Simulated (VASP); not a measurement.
# Sc (Fm-3m) in VASP: notebook

The runs below take Sc through electric field gradients, with PBE.

Everything below comes from runs of VASP 6.6.1. Logs are shortened: lines on timing, memory, paths and dates and some standing lists are left out, and cuts for length are marked.

**1. The undisturbed crystal**

It takes space group Fm-3m (No. 225, cubic). Conventional cell: a = 4.541 Å, b = 4.541 Å, c = 4.541 Å, α = 90.00°, β = 90.00°, γ = 90.00°. Sc (site symmetry m-3m) has 12 Sc at 3.21 Å as nearest neighbours.

This isn't the form of Sc at room conditions, which is hcp.

**2. Electric field gradients, PBE (xy shear strain of -2 %, crystal datasets)**

INCAR

```
PREC     = Accurate       # precision mode
ENCUT    = 520            # plane-wave cutoff, eV
EDIFF    = 1E-8           # SCF threshold, eV
ISMEAR   = -1             # smearing method
SIGMA    = 0.03           # smearing width, eV
LREAL    = False          # projectors in reciprocal space
LASPH    = True           # aspherical terms in the spheres
NELM     = 80             # most SCF steps
ALGO     = Fast           # electronic algorithm
ISIF     = 2              # what is computed and relaxed
LWAVE    = False          # write WAVECAR
LCHARG   = False          # write CHGCAR
GGA      = PE             # functional
LEFG     = True         
NBANDS   = 12             # bands
```

KPOINTS

```
Automatic mesh
0
Gamma
  15 15 15
```

POSCAR

```
Sc
1.0
   -0.0227050000      2.2705000000      2.2705000000
    2.2705000000     -0.0227050000      2.2705000000
    2.2477950000      2.2477950000      0.0000000000
Sc
1
Direct
    0.0000000000      0.0000000000      0.0000000000
```

Potentials or basis: VASP PAW PBE potentials, release 64 (Sc_sv).

Launch:

```bash
cat potpaw_PBE.64/Sc_sv/POTCAR > POTCAR
mpirun -np 1 vasp_std > vasp.out
```

OUTCAR:

```text
PREC = Accurate
   ENCUT = 520
   EDIFF = 1E-8
   ISMEAR = -1
   LREAL = False
   LASPH = True
   NELM = 80
   ISIF = 2
   GGA = PE

 ion  position               nearest neighbor table
   1  0.000  0.000  0.000-

  LATTYP: Found a body centered orthorhombic cell.
 ALAT       =     3.1788621744
 B/A-ratio  =     1.0202020202
 C/A-ratio  =     1.4284985479

  Lattice vectors:

 A1 = (   0.0227050000,  -2.2705000000,  -2.2705000000)
 A2 = (  -0.0227050000,   2.2705000000,  -2.2705000000)
 A3 = (   2.2705000000,  -0.0227050000,   2.2705000000)

Analysis of symmetry for initial positions (statically):
=====================================================================
 Subroutine PRICEL returns:
 Original cell was already a primitive cell.

 Routine SETGRP: Setting up the symmetry group for a
 body centered orthorhombic supercell.

 Subroutine GETGRP returns: Found  8 space group operations
 (whereof  8 operations were pure point group operations)
 out of a pool of  8 trial point group operations.

The static configuration has the point symmetry D_2h.

Analysis of symmetry for dynamics (positions and initial velocities):
=====================================================================
 Subroutine PRICEL returns:
 Original cell was already a primitive cell.

 Routine SETGRP: Setting up the symmetry group for a
 body centered orthorhombic supercell.

 Subroutine GETGRP returns: Found  8 space group operations
 (whereof  8 operations were pure point group operations)
 out of a pool of  8 trial point group operations.

The dynamic configuration has the point symmetry D_2h.

 Subroutine INISYM returns: Found  8 space group operations
 (whereof  8 operations are pure point group operations),
 and found     1 'primitive' translations

----------------------------------------------------------------------------------------

                                     Primitive cell

  volume of cell :      23.4073

  direct lattice vectors                    reciprocal lattice vectors
    -0.022705000  2.270500000  2.270500000    -0.218035457  0.218035457  0.220215811
     2.270500000 -0.022705000  2.270500000     0.218035457 -0.218035457  0.220215811
[... 124 lines left out ...]
  ---------------------------------------------------
  ext. energy  EPLUGINS =         0.00000000
  ---------------------------------------------------
  free energy    TOTEN  =        -6.19090664 eV

  energy without entropy =       -6.18498620  energy(sigma->0) =       -6.18794642

 E-fermi :   4.0522     XC(G=0): -10.0826

 val. band max:        4.0522082908   @ k =  -0.2000   0.4000   0.2000
 cond. band min:       4.0544420300   @ k =  -0.3333   0.2000   0.0667
 fundamental gap:      0.0022337391
 Fermi energy:         4.0522323209

 k-point     1 :       0.0000    0.0000    0.0000
  band No.  band energies     occupation
      1     -45.2452      2.00000
      2     -23.6356      2.00000
      3     -23.6305      2.00000
      4     -23.6246      2.00000
      5      -1.2352      2.00000
      6       5.6167      0.00000
      7       5.6982      0.00000
      8       5.7936      0.00000
      9       7.1819      0.00000
     10       7.1829      0.00000
     11      16.8308      0.00000
     12      20.1972      0.00000
[... 331 lines left out ...]
 k-point    24 :       0.2000    0.1333    0.0000
  band No.  band energies     occupation
      1     -45.2192      2.00000
      2     -23.7659      2.00000
      3     -23.6728      2.00000
      4     -23.6651      2.00000
      5      -0.2244      2.00000
      6       4.9553      0.00000
      7       5.9958      0.00000
      8       6.2033      0.00000
      9       6.5451      0.00000
     10       7.4060      0.00000
     11      17.0845      0.00000
     12      17.9471      0.00000

 [... further k-points ...]
[... 5 lines left out ...]
  --------------------------------------------------------------------------------------
  -------------------------------------------------------------------------------------
  Total        0.4257342      0.4257342      0.4225900      0.1084460      0.0000000      0.0000000
  in kB       29.1405700     29.1405700     28.9253586      7.4228893      0.0000000      0.0000000
  external PRESSURE =      29.0688328 kB  Pullay stress =       0.0000000 kB

 VOLUME and BASIS-vectors are now :
 -----------------------------------------------------------------------------
  energy-cutoff  :      520.00
  volume of cell :       23.41
      direct lattice vectors                 reciprocal lattice vectors
    -0.022705000  2.270500000  2.270500000    -0.218035457  0.218035457  0.220215811
     2.270500000 -0.022705000  2.270500000     0.218035457 -0.218035457  0.220215811
     2.247795000  2.247795000  0.000000000     0.222440214  0.222440214 -0.220215811

 POSITION                                       TOTAL-FORCE (eV/Angst)
 -----------------------------------------------------------------------------------
      0.00000      0.00000      0.00000         0.000000     -0.000000      0.000000
 -----------------------------------------------------------------------------------
    total drift:                                0.000000     -0.000000     -0.000000

  FREE ENERGIE OF THE ION-ELECTRON SYSTEM (eV)
  ---------------------------------------------------
  free  energy   TOTEN  =        -6.1909066434 eV

  energy  without entropy=       -6.1849862041  energy(sigma->0) =       -6.18794642

 Electric field gradients (V/A^2)
---------------------------------------------------------------------
 ion       V_xx      V_yy      V_zz      V_xy      V_xz      V_yz
---------------------------------------------------------------------
   1       0.059     0.059    -0.119     4.558     0.000     0.000
---------------------------------------------------------------------

 Electric field gradients after diagonalization (V/A^2)
 (convention: |V_zz| > |V_xx| > |V_yy|)
----------------------------------------------------------------------
 ion       V_xx      V_yy      V_zz     asymmetry (V_yy - V_xx)/ V_zz
----------------------------------------------------------------------
   1      -4.499    -0.119     4.618       0.949
----------------------------------------------------------------------

           NMR quadrupolar parameters

 Cq : quadrupolar parameter    Cq=e*Q*V_zz/h
 eta: asymmetry parameters     (V_yy - V_xx)/ V_zz
 Q  : nuclear electric quadrupole moment in mb (millibarn)
----------------------------------------------------------------------
 ion       Cq(MHz)       eta       Q (mb)
----------------------------------------------------------------------
   1       0.011       0.949       1.000
----------------------------------------------------------------------
```

stdout:

```text
POSCAR found type information on POSCAR Sc
 POSCAR found :  1 types and       1 ions
 scaLAPACK will be used
 LDA part: xc-table for (Slater+PW92), standard interpolation
 POSCAR, INCAR and KPOINTS ok, starting setup
 FFT: planning ... GRIDC
 FFT: planning ... GRID_SOFT
 FFT: planning ... GRID
 WAVECAR not read
 entering main loop
 num prob RMM:  19    -0.619090664338E+01    0.46437E-08   -0.13200E-09  8734   0.739E-04
ion   1
```

It took 54 s on 1 thread of Intel Xeon 6975P-C (Granite Rapids), shared host; peak memory 0.25 GiB.

Results:

| Item | Value |
| --- | --- |
| Free energy | -6.1909 eV |
| Pressure | 2.9 GPa |
| Band gap on the k mesh | none (metal or under the smearing width) |

Stress tensor (GPa, compression positive):
```
2.91 0.74 0.00
0.74 2.91 0.00
0.00 0.00 2.89
```

Levels at points of the mesh, in eV from the Fermi level:
| k point | band 3 | band 4 | band 5 | band 6 | band 7 | band 8 |
| --- | --- | --- | --- | --- | --- | --- |
| (0.00, 0.00, 0.00) | -27.68 | -27.68 | -5.29 | 1.56 | 1.65 | 1.74 |

Electric field gradients, principal values (V/Å²):
| atom | Vxx | Vyy | Vzz |
| --- | --- | --- | --- |
| 1 Sc | -0.119 | -4.499 | 4.618 |

**3. Electric field gradients, PBE (xy shear strain of -2 %)**

INCAR

```
SYSTEM = Sc
ALGO     = Fast           ! electronic algorithm
EDIFF    = 1E-8           ! SCF threshold, eV
ENCUT    = 520            ! plane-wave cutoff, eV
GGA      = PE             ! functional
ISIF     = 2              ! what is computed and relaxed
ISMEAR   = -1             ! smearing method
LASPH    = .TRUE.         ! aspherical terms in the spheres
LCHARG   = .FALSE.        ! write CHGCAR
LEFG     = .TRUE.       
LREAL    = .FALSE.        ! projectors in reciprocal space
LWAVE    = .FALSE.        ! write WAVECAR
NBANDS   = 12             ! bands
NELM     = 60             ! most SCF steps
PREC     = Accurate       ! precision mode
SIGMA    = 0.03           ! smearing width, eV
```

KPOINTS

```
k-points
0
G
  15 15 15
  0 0 0
```

POSCAR is that of step 2.

Potentials or basis: VASP PAW PBE potentials, release 64 (Sc_sv).

Launch:

```bash
cat potpaw_PBE.64/Sc_sv/POTCAR > POTCAR
mpirun -np 1 vasp_std > vasp.out
```

OUTCAR:

```text
SYSTEM = Sc
   EDIFF = 1E-8
   ENCUT = 520
   GGA = PE
   ISIF = 2
   ISMEAR = -1
   LASPH = .TRUE.
   LREAL = .FALSE.
   NELM = 60
   PREC = Accurate

 ion  position               nearest neighbor table
   1  0.000  0.000  0.000-

  LATTYP: Found a body centered orthorhombic cell.
 ALAT       =     3.1788621744
 B/A-ratio  =     1.0202020202
 C/A-ratio  =     1.4284985479

  Lattice vectors:

 A1 = (   0.0227050000,  -2.2705000000,  -2.2705000000)
[... 568 lines left out ...]
    total drift:                                0.000000     -0.000000     -0.000000

  FREE ENERGIE OF THE ION-ELECTRON SYSTEM (eV)
  ---------------------------------------------------
  free  energy   TOTEN  =        -6.1909066434 eV

  energy  without entropy=       -6.1849862041  energy(sigma->0) =       -6.18794642

 Electric field gradients (V/A^2)
---------------------------------------------------------------------
 ion       V_xx      V_yy      V_zz      V_xy      V_xz      V_yz
---------------------------------------------------------------------
   1       0.059     0.059    -0.119     4.558     0.000     0.000
---------------------------------------------------------------------

 Electric field gradients after diagonalization (V/A^2)
 (convention: |V_zz| > |V_xx| > |V_yy|)
----------------------------------------------------------------------
 ion       V_xx      V_yy      V_zz     asymmetry (V_yy - V_xx)/ V_zz
----------------------------------------------------------------------
   1      -4.499    -0.119     4.618       0.949
----------------------------------------------------------------------

           NMR quadrupolar parameters

 Cq : quadrupolar parameter    Cq=e*Q*V_zz/h
 eta: asymmetry parameters     (V_yy - V_xx)/ V_zz
 Q  : nuclear electric quadrupole moment in mb (millibarn)
----------------------------------------------------------------------
 ion       Cq(MHz)       eta       Q (mb)
----------------------------------------------------------------------
   1       0.011       0.949       1.000
----------------------------------------------------------------------
```

stdout:

```text
POSCAR found type information on POSCAR Sc
 POSCAR found :  1 types and       1 ions
 scaLAPACK will be used
 LDA part: xc-table for (Slater+PW92), standard interpolation
 POSCAR, INCAR and KPOINTS ok, starting setup
 FFT: planning ... GRIDC
 FFT: planning ... GRID_SOFT
 FFT: planning ... GRID
 WAVECAR not read
 entering main loop
 num prob RMM:  19    -0.619090664338E+01    0.46437E-08   -0.13200E-09  8734   0.739E-04
ion   1
```

Run time: 53 s. Hardware: 1 thread of Intel Xeon 6975P-C (Granite Rapids), shared host; peak memory 0.25 GiB.

What came out:

```yaml
Free_energy: -6.1909 eV
Pressure: 2.9 GPa
Band_gap_on_the_k_mesh: none (metal or under the smearing width)
```

Levels at points of the mesh, in eV from the Fermi level:
```
           k point  band 3  band 4  band 5  band 6  band 7  band 8
(0.00, 0.00, 0.00)  -27.68  -27.68   -5.29    1.56    1.65    1.74
```

Electric field gradients, principal values (V/Å²):
```tsv
atom	Vxx	Vyy	Vzz
1 Sc	-0.119	-4.499	4.618
```
